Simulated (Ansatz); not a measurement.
Set up this calculation in Ansatz 0.2.0, as the native input.

- Task: single point
- Functional: LDA
- Potentials or basis: Ansatz PAW
- Cutoff: 420 eV (not typed: the program's choice for these potentials)
- k mesh: 9 × 9 × 3
- Occupations: fermi-dirac, width 0.05 eV
- Spin: no spin polarisation
- Hubbard terms: Ti d U = 2 eV
- Hubbard projectors: ortho-atomic (the default)
- Double counting: fll (the default)

Crystal: TiTe2.

```
Ti Te
1.0
     3.02557    0.00000    0.00000
     0.00000    3.02557    0.00000
     0.00000    0.00000    9.30163
Ti Te
1 2
Direct
  0.00000 0.00000 0.00000
  0.00000 0.00000 0.29431
  0.00000 0.00000 0.70569
```

The cell was built by a generator and needn't be a form met in nature.

These files were run (other wordings do the same):

input.yaml

```yaml
crystal:
  lattice:
    - [3.02557, 0.0, 0.0]
    - [0.0, 3.02557, 0.0]
    - [0.0, 0.0, 9.30163]
  atoms:
    - { symbol: Ti, position: [0.0, 0.0, 0.0] }
    - { symbol: Te, position: [0.0, 0.0, 0.29431] }
    - { symbol: Te, position: [0.0, 0.0, 0.70569] }
hamiltonian:
  xc: lda
  pseudopotentials: { kind: paw }
  hubbard: { sites: [{ species: Ti, l: d, u_eff: 2.0 }] }
kpoints:
  mp_grid: { grid: [9, 9, 3] }
scf:
  occupations: { method: fermi_dirac, width: 0.05 }
output:
  forces: true
  stress: true
  eigenvalues: true
```

Potentials or basis: Ansatz PAW.

Command:

```console
$ ansatz run input.yaml --threads 2 --pin off --max-ram 5632MiB --backend cpu --events-out ev --progress --plain --runs-dir out
```

It gave:

| Item | Value |
| --- | --- |
| Pressure | 0.1 GPa |
| Largest force | 0.108 eV/Å |
| Band gap on the k mesh | none (metal or under the smearing width) |

Caveat: U without spin polarisation on a metal has little footing; the PAW data sets come from PBE, with cores solved anew for the run's functional, which leaves a small shift of forces and pressure; the U is typed as a test and isn't derived for this compound.

Run time: 3.8 s on 2 threads of Arm Neoverse V2, with other jobs on the host, peak memory 0.41 GiB.
